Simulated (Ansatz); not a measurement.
Input and command of a calculation in Ansatz (plane waves; scalar-relativistic PAW potentials unless the input names others):

```yaml
crystal:
  lattice:
    - [0.0, 2.3260580411, -2.3260580411]
    - [4.6489686083, 0.0, 0.0]
    - [-2.3244843042, -4.652031287, -2.3259732459]
  atoms:
    - { symbol: Hf, position: [1.0, 0.0, 1.0] }
    - { symbol: Hf, position: [0.3333333333, 0.3333333333, 0.6666666667] }
    - { symbol: Hf, position: [0.6666666667, 0.6666666667, 0.3333333333] }
    - { symbol: C, position: [0.0, 0.5, 0.0] }
    - { symbol: C, position: [0.3333333333, 0.8333333333, 0.6666666667] }
    - { symbol: C, position: [0.6666666667, 0.1666666667, 0.3333333333] }
basis:
  ecutwfc: 420
kpoints:
  mp_grid: { grid: [5, 5, 5] }
hamiltonian:
  xc: pbe
  hubbard: { sites: [{ species: Hf, l: d, u_eff: 6.0 }], double_counting: fll }
scf:
  occupations: { method: gaussian, width: 0.1 }
output:
  forces: true
  eigenvalues: true
  stress: true
```

```bash
ansatz run input.yaml --threads 1 --pin off --max-ram 2560MiB --backend cpu --events-out ev --progress --plain --runs-dir out
```

Abridged log:
```
Hf: projections on atomic orbitals take those of the free atom [Kr 4d10] 4f14 5s2 5p6 5d2 6s2, of charge +0.00 (hamiltonian.pseudopotentials.projection_atoms); the dataset's partial waves leave at most 4.9e-5 of an orbital's norm unspanned inside its sphere
C: projections on atomic orbitals take those of the free atom [He] 2s2 2p2, of charge +0.00 (hamiltonian.pseudopotentials.projection_atoms); the dataset's partial waves leave at most 3.7e-9 of an orbital's norm unspanned inside its sphere
Pseudopotentials: kind: paw
Pseudopotential: Hf, paw, valence charge 26, recommended cutoff 420 eV (normal)
Pseudopotential: C, paw, valence charge 4, recommended cutoff 420 eV (normal)
Functional definition: PBE
Crystal: 6 atoms, lattice volume = 75.459 Å³
Basis set: ecut = 420 eV, 1527 PW (Γ), exchange–correlation on 48×64×80 points (8 copies of the dense FFT grid, shifted against one another)
Bands: 54, of which v1, the nominal top of the filled ones, is band 45 counted from 1 (44 counted from 0)
Symmetry: 24 space group operations
Space group: Immm (ITA 71), of the structure as read, at distance tolerance 4.2e-5 Å
k-points: 27 of 125
Initial density: superposition of atomic densities (chi_scale 0.1, normalization cell, long waves of neutral atoms under a Hubbard term (reshape's long-wave potential 0.00 eV rms, cloud 2.51 Å wide))
Initial wavefunctions: pseudopotential atomic-orbital guess
Functional: x = pbe(κ = 0.804, μ = 0.21951497), c = pbe(β = 0.06672455)
SCF iter   1: F=—  HF=-47909.479901 eV  |F-HF|=—  |Δ(HF+E_count)|=         —  Δρ=1.39e-1  dr2=2.11e1  ethr=3.10e-3  ⟨swp⟩=4.4  Hψ=4295  notcnv=0  defer=9
SCF iter   2: F=—  HF=-47904.746966 eV  |F-HF|=—  |Δ(HF+E_count)|=    4.73e0  Δρ=3.90e-2  dr2=1.06e0  ethr=3.10e-3  ⟨swp⟩=4.1  Hψ=3250  notcnv=0  defer=87
SCF iter   3: F=—  HF=-47904.880319 eV  |F-HF|=—  |Δ(HF+E_count)|=   1.33e-1  Δρ=2.16e-2  dr2=1.65e-1  ethr=1.18e-3  ⟨swp⟩=2.2  Hψ=2461  notcnv=0  defer=87
SCF iter   4: F=—  HF=-47905.009063 eV  |F-HF|=—  |Δ(HF+E_count)|=   1.29e-1  Δρ=1.14e-2  dr2=4.98e-2  ethr=1.84e-4  ⟨swp⟩=2.1  Hψ=2808  notcnv=0  defer=87
SCF iter   5: F=—  HF=-47905.014217 eV  |F-HF|=—  |Δ(HF+E_count)|=   5.15e-3  Δρ=2.37e-3  dr2=3.41e-3  ethr=5.53e-5  ⟨swp⟩=2.1  Hψ=2371  notcnv=0  defer=86
SCF iter   6: F=—  HF=-47905.014832 eV  |F-HF|=—  |Δ(HF+E_count)|=   6.15e-4  Δρ=5.84e-4  dr2=2.87e-4  ethr=3.79e-6  ⟨swp⟩=2.1  Hψ=2390  notcnv=0  defer=85
SCF iter   7: F=—  HF=-47905.014802 eV  |F-HF|=—  |Δ(HF+E_count)|=   2.97e-5  Δρ=2.00e-4  dr2=2.56e-5  ethr=3.19e-7  ⟨swp⟩=2.1  Hψ=2655  notcnv=0  defer=85
SCF iter   8: F=—  HF=-47905.014789 eV  |F-HF|=—  |Δ(HF+E_count)|=   1.36e-5  Δρ=3.06e-5  dr2=3.31e-7  ethr=2.85e-8  ⟨swp⟩=2.1  Hψ=2556  notcnv=0  defer=85
SCF iter   9: F=—  HF=-47905.014789 eV  |F-HF|=—  |Δ(HF+E_count)|=   3.87e-7  Δρ=9.59e-6  dr2=6.03e-8  ethr=1.11e-10  ⟨swp⟩=12.8  Hψ=8035  notcnv=0
SCF iter  10: F=-47905.014789 eV  HF=-47905.014789 eV  |F-HF|=1.03e-9  |Δ(HF+E_count)|=   2.40e-8  Δρ=1.25e-6  dr2=6.53e-10  ethr=6.70e-11  ⟨swp⟩=5.0  Hψ=5457  notcnv=0
SCF 1 converged in 10 iterations: F = -47905.014789 eV  dr2 = 6.53e-10
SCF converged after 10 iterations
Free energy (F): -47905.014789 eV
Harris-Foulkes:  -47905.014789 eV  (|F-HF|=1.03e-9)
Internal energy: -47905.011437 eV  (E = F + TS)
E sigma→0 (E₀):  -47905.013113 eV
Entropy (-TS):   -0.003352 eV (-0.559 meV/atom)
Fermi energy:    20.922188 eV
--- Forces (eV/Å), atoms counted from 1 ---
  atom   1  Hf     0.00000000     0.00000000     0.00000000
  atom   2  Hf     0.00000000     0.00000000     0.00000000
  atom   3  Hf     0.00000000     0.00000000     0.00000000
  atom   4  C      0.00000000     0.00000000     0.00000000
  atom   5  C      0.00000000     0.00000000     0.00000000
  atom   6  C      0.00000000     0.00000000     0.00000000
--- Stress (GPa, compression-positive) ---
       11.008460       0.000000       0.000000
        0.000000      11.562843      -0.384173
        0.000000      -0.384173      11.562843
  P = ⅓ Tr σ = 11.3780 GPa (113.780 kbar)
Occupation matrices written to <dir>
```

Apart from outputs, empty bands and the relaxation, which only the reference makes, the input differs from a reference run on usual settings in hamiltonian.hubbard: not typed → {"sites": [{"species": "Hf", "l": "d", "u_eff": 6.0}], "double_counting": "fll"}; kpoints.mp_grid.grid: [10, 10, 10] → [5, 5, 5]. The reference, at the same geometry, ended its own course with pressure 0.04 GPa, largest force 0.000 eV/Å, no gap on the mesh. This run converged in 10 SCF iterations with an energy at zero smearing 2.9 eV/atom above the reference's (the Hamiltonian itself differs), pressure 11.38 GPa, largest force 0.000 eV/Å, no gap on the mesh. Its k mesh is looser than usual. The Hamiltonian differs as well, so the change in the result can't be put down to that alone.

The run took 11 s on 1 thread of Intel(R) Xeon(R) Platinum 8375C CPU @ 2.90GHz (Ice Lake) (shared host), peak memory 0.51 GiB.